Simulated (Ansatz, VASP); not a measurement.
**GaN: VASP beside Ansatz**

Wanted: the spread between two codes on one cell, functional and k mesh. The cell is taken from a series of runs on this material, whose earlier steps may have relaxed, scaled, displaced or heated it; both programs get it as it stands.

Main program and level: Ansatz 0.2.0; plane waves, with VASP 6.6.1 beside it; single point at HSE06.

### 1. Set-up

Symmetry: R3m, No. 160, trigonal system. The conventional cell has a = 3.085 Å, b = 3.085 Å, c = 7.900 Å, α = 90.00°, β = 90.00°, γ = 120.00°. Nearest to Ga lie 4 N at 1.91 to 1.94 Å. N has 4 Ga at 1.91 to 1.94 Å nearest. Farther neighbours and most contacts between anions are not listed.

### 2. VASP: single point, HSE06

A single point gives forces, pressure and levels at one fixed geometry, so differences don't come from the geometry; what else differs is listed under the comparison.

Lines of VASP's logs that name or quote its potential files are left out, and so is its time.

The run reads the wave functions of an earlier VASP run, which isn't shown here.

The input, INCAR:

```
SYSTEM = GaN
PREC = Accurate
ENCUT = 520
EDIFF = 1E-06
NELM = 100
ISMEAR = -1
SIGMA = 0.02
LREAL = .FALSE.
ALGO = Normal
LHFCALC = .TRUE.
AEXX = 0.25
GGA = PE
HFSCREEN = 0.208
LASPH = .TRUE.
NBANDS = 33
PRECFOCK = Fast
LORBIT = 11
LWAVE = .FALSE.
LCHARG = .FALSE.
ISIF = 2
```

The input, POSCAR:

```
GaN
1.0
    3.0852857900      0.0000000000      0.0000000000
   -1.5426428950      2.6719358721      0.0000000000
    0.0000000000      0.0000000000      7.9002798761
Ga N
3 3
Direct
    0.0000000000      0.0000000000      0.9975412236
    0.3333333333      0.6666666667      0.3308745569
    0.6666666667      0.3333333333      0.6642078902
    0.0000000000      0.0000000000      0.7524587764
    0.3333333333      0.6666666667      0.0857921098
    0.6666666667      0.3333333333      0.4191254431
```

The input, KPOINTS:

```
Automatic mesh
0
Gamma
7 7 3
0 0 0
```

PAW data sets: Ga_d and N (PBE family, release 64).

Run with:

```sh
$ export OMP_NUM_THREADS=4
$ mpirun -np 1 vasp_std
```

Numbers of over 12 decimals in the logs are rounded to 6 here.

What it wrote:

```text
[banner, memory and clock lines left out]
running    1 mpi-ranks, on    1 nodes
 distrk:  each k-point on    1 cores,    1 groups
 distr:  one band on    1 cores,    1 groups
 Offloading initialized ...    1 GPUs detected
 POSCAR found type information on POSCAR GaN
 POSCAR found :  2 types and       6 ions
 LDA part: xc-table for (Slater+PW92), standard interpolation
 found WAVECAR, reading the header
 POSCAR, INCAR and KPOINTS ok, starting setup
 FFT: planning ... GRIDC
 FFT: planning ... GRID_SOFT
 FFT: planning ... GRID
 reading WAVECAR
 the WAVECAR file was read successfully
 initial charge from wavefunction
 entering main loop
       N       E                     dE             d eps       ncg     rms          rms(c)
DAV:   1    -0.440400452284E+02   -0.44040E+02   -0.18482E+00  1970   0.339E+01    0.948E-01
DAV:   2    -0.440388029245E+02    0.12423E-02   -0.24757E-01  2116   0.817E+00    0.719E-01
DAV:   3    -0.440341824807E+02    0.46204E-02   -0.31295E-02  2119   0.287E+00    0.437E-01
DAV:   4    -0.440337669280E+02    0.41555E-03   -0.81071E-03  1878   0.787E-01    0.200E-01
DAV:   5    -0.440334968786E+02    0.27005E-03   -0.47580E-04  1656   0.183E-01    0.113E-01
DAV:   6    -0.440333882931E+02    0.10859E-03   -0.57147E-05  1868   0.631E-02    0.639E-02
DAV:   7    -0.440333494210E+02    0.38872E-04   -0.13333E-05  1522   0.284E-02    0.368E-02
DAV:   8    -0.440333354334E+02    0.13988E-04   -0.46883E-06  1313   0.171E-02    0.214E-02
DAV:   9    -0.440333303267E+02    0.51067E-05   -0.20276E-06  1127   0.122E-02    0.128E-02
DAV:  10    -0.440333283833E+02    0.19434E-05   -0.81257E-07   729   0.972E-03    0.780E-03
DAV:  11    -0.440333276292E+02    0.75409E-06   -0.44602E-07   679   0.956E-03
   1 F= -.44033328E+02 E0= -.44033328E+02  d E =-.435818E-11
```

From OUTCAR (step 2):

```text
ion  position               nearest neighbor table
   1  0.000  0.000  0.998-   5 1.91   5 1.91   5 1.91   4 1.94
   2  0.333  0.667  0.331-   6 1.91   6 1.91   6 1.91   5 1.94
   3  0.667  0.333  0.664-   4 1.91   4 1.91   4 1.91   6 1.94
   4  0.000  0.000  0.752-   3 1.91   3 1.91   3 1.91   1 1.94
   5  0.333  0.667  0.086-   1 1.91   1 1.91   1 1.91   2 1.94
   6  0.667  0.333  0.419-   2 1.91   2 1.91   2 1.91   3 1.94

  LATTYP: Found a hexagonal cell.
 ALAT       =     3.0852857900
 C/A-ratio  =     2.5606314662

 Subroutine GETGRP returns: Found  6 space group operations
 (whereof  6 operations were pure point group operations)

The static configuration has the point symmetry C_3v.

 Found     20 irreducible k-points:

   k-points           NKPTS =     20   k-points in BZ     NKDIM =    147   number of bands    NBANDS=     33

   dimension x,y,z NGX =    24 NGY =   24 NGZ =   60
   dimension x,y,z NGXF=    48 NGYF=   48 NGZF=  120

   ENCUT  =  520.0 eV  38.22 Ry    6.18 a.u.   5.74  5.74 14.69*2*pi/ulx,y,z

   NELECT =      54.0000    total number of electrons

 k-points in reciprocal lattice and weights: Automatic mesh
   0.00000000  0.00000000  0.00000000       0.007
   0.14285714  0.00000000  0.00000000       0.041
   0.28571429  0.00000000  0.00000000       0.041
   0.42857143  0.00000000  0.00000000       0.041
   0.14285714  0.14285714  0.00000000       0.041
   0.28571429  0.14285714  0.00000000       0.082
   0.42857143  0.14285714  0.00000000       0.041
   0.28571429  0.28571429  0.00000000       0.041
   0.00000000  0.00000000  0.33333333       0.014
[...]
0.42857143  0.14285714  0.33333333       0.082
   0.28571429  0.28571429  0.33333333       0.082

  exchange ACFDT corr.  =         0.00000000  see jH, gK, PRB 81, 115126

 average (electrostatic) potential at core
       1 -55.9017       2 -55.9016       3 -55.9016       4 -56.4403       5 -56.4403
       6 -56.4403

 E-fermi :   5.5774

 k-point     1 :       0.0000    0.0000    0.0000
  band No.  band energies     occupation
    ...
     23       4.3663      2.00000
     24       4.3663      2.00000
     25       4.8020      2.00000
     26       5.1419      2.00000
     27       5.1420      2.00000
     28       8.3263      0.00000
     29      11.6578      0.00000
     30      11.6578      0.00000
     31      15.4457      0.00000
     32      15.4457      0.00000
    ...

 k-point     2 :       0.1429    0.0000    0.0000
  band No.  band energies     occupation
    ...
     23       3.4693      2.00000
     24       3.7258      2.00000
     25       4.3352      2.00000
     26       4.6287      2.00000
     27       4.7992      2.00000
     28       9.5445      0.00000
     29      12.3125      0.00000
     30      12.6915      0.00000
     31      14.9290      0.00000
     32      15.0853      0.00000
    ...

 k-point     3 :       0.2857    0.0000    0.0000
  band No.  band energies     occupation
    ...
     23       1.8396      2.00000
     24       2.8360      2.00000
     25       3.8631      2.00000
     26       4.0365      2.00000
     27       4.0961      2.00000
     28      11.1233      0.00000
     29      11.1910      0.00000
     30      13.6736      0.00000
     31      14.1341      0.00000
     32      14.4484      0.00000
    ...

  Total        6.1830107      6.1830107     -0.1897437      0.0000000      0.0000000      0.0000000
  in kB      152.1061160    152.1061160     -4.6678187      0.0000000      0.0000000      0.0000000
  external PRESSURE =      99.8481378 kB  Pullay stress =       0.0000000 kB

  energy-cutoff  :      520.00
  volume of cell :       65.13
      direct lattice vectors                 reciprocal lattice vectors
     3.085285790  0.000000000  0.000000000     0.324119083  0.187130240 -0.000000000
    -1.542642895  2.671935872  0.000000000     0.000000000  0.374260479  0.000000000
     0.000000000  0.000000000  7.900279876     0.000000000 -0.000000000  0.126577794

 POSITION                                       TOTAL-FORCE (eV/Angst)
 -----------------------------------------------------------------------------------
      0.00000      0.00000      7.88085        -0.000000     -0.000000      0.028994
     -0.00000      1.78129      2.61400        -0.000000      0.000000      0.028994
      1.54264      0.89065      5.24743        -0.000000     -0.000000      0.028994
      0.00000      0.00000      5.94463         0.000000     -0.000000     -0.028994
     -0.00000      1.78129      0.67778         0.000000      0.000000     -0.028994
      1.54264      0.89065      3.31121         0.000000      0.000000     -0.028994
 -----------------------------------------------------------------------------------
    total drift:                                0.000013     -0.000008      0.000391

  FREE ENERGIE OF THE ION-ELECTRON SYSTEM (eV)
  ---------------------------------------------------
  free  energy   TOTEN  =       -44.0333276292 eV

  energy  without entropy=      -44.0333276292  energy(sigma->0) =      -44.03332763

 total charge
# of ion       s       p       d       tot
------------------------------------------
    1        0.768   0.958  10.234  11.959
    2        0.768   0.958  10.234  11.959
    3        0.768   0.958  10.234  11.959
    4        1.222   2.579   0.000   3.801
    5        1.222   2.579   0.000   3.801
    6        1.222   2.579   0.000   3.801
--------------------------------------------------
tot          5.968  10.610  30.701  47.280

[... 3 further parts left out ...]
```

The run ends at a pressure of 9.98 GPa, with forces up to 0.029 eV/Å.

(Continued in part 2 of 2.)

[Lines on the potential files, build, host, timing and source positions are cut from VASP's logs without a mark.]

[Logs are printed without paths, hosts, clocks, repeated set-up lines and the standing remarks that a program may print on its own settings, such as how far it seeks lower states.]

[Hosts, paths, dates, database ids (printed as entryN), source tags and the programs' standing remarks are cut or masked in the printed files.]
